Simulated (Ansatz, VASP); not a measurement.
## One calculation of GaAs, two programs

```
CELL_PARAMETERS angstrom
0.00000 2.80169 2.80169
2.80169 0.00000 2.80169
2.80169 2.80169 0.00000
ATOMIC_POSITIONS crystal
Ga 0.00000 0.00000 0.00000
As 0.75000 0.75000 0.75000
```

Alike in both runs: functional LDA; k mesh 12 × 12 × 12; occupations gaussian, width 0.1 eV; no spin polarisation.

Ansatz relaxed the structure, and its values are those at the end. VASP's run is a single point on that final structure, the one shown.

|  | VASP | Ansatz |
| --- | --- | --- |
| version | VASP 6.6.1 | Ansatz 0.2.0 |
| potentials or method | VASP PAW LDA potentials, release 64 (Ga_d, As) | scalar-relativistic, plane waves, PAW |
| plane-wave cutoff (eV) | 520 | 420 |
| valence electrons in the cell | 18 | 28 |

|  | VASP | Ansatz | Ansatz less VASP |
| --- | --- | --- | --- |
| gap on the k mesh at the Fermi level (eV) | 0.54 | 0.49 | -0.049 |
| least direct gap on the mesh (eV) | 0.54 | 0.49 | -0.049 |
| pressure (GPa) | 0.3 | 0.0 | -0.32 |

The two sets of potentials don't hold the same shells in valence.

A k mesh can miss the band edges. As with any semilocal functional, this LDA gap is likely too small.
